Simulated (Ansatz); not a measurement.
BaS, one cell by several methods

```
Ba S
1.0
     0.00000    3.19375    3.25762
     3.19375    0.00000    3.25762
     3.19375    3.19375    0.00000
Ba S
1 1
Direct
  0.00000 0.00000 0.00000
  0.50000 0.50000 0.50000
```

Atoms are numbered in the order listed.

The cell is COD entry 9008600, as deposited and not checked against the literature; nothing was relaxed. The listed cell was then made from it by scaling, straining or moving an atom.

No spin–orbit coupling, which matters for the heavy atoms here.

Methods: DFT, PBEsol, PAW with Ansatz's default frozen-core files, scalar-relativistic (Ansatz 0.2.0); DFT, PBEsol, all-electron PAW with datasets made for the crystal, scalar-relativistic (Ansatz 0.2.0); DFT, PBEsol, all-electron LAPW, scalar-relativistic (Ansatz 0.2.0).

For PAW: a Γ-centred 8×8×8 k mesh, Fermi–Dirac smearing of 0.02 eV, cutoff 420 eV, no spin polarisation; the PAW files were made with PBE, and the program remakes their frozen cores for this functional. The crystal-made all-electron datasets (AE datasets) take a cutoff of 260 eV at this cell. LAPW targets a basis error of 0.25 meV/atom. The Ansatz runs share mesh, smearing and spin set-up. Plane-wave (PAW) pressures include the program's estimate of the Pulay term.

Stress and pressure are positive in compression.

No spin–orbit coupling: at heavy atoms the gradients can be off by tens of per cent for that reason.

| quantity | PAW | AE datasets | LAPW |
| --- | --- | --- | --- |
| pressure (GPa) | -1.89 | -1.89 | -1.89 |
| stress xx (GPa) | -1.46 | -1.46 | -1.46 |
| stress zz (GPa) | -2.74 | -2.74 | -2.74 |
| band gap (eV) | 2.090 | 2.090 | 2.090 |
| field gradient Vzz at Ba1 (10²¹ V/m²) | 2.33 | 2.35 | – |
| field gradient Vzz at S2 (10²¹ V/m²) | 0.69 | 0.69 | – |
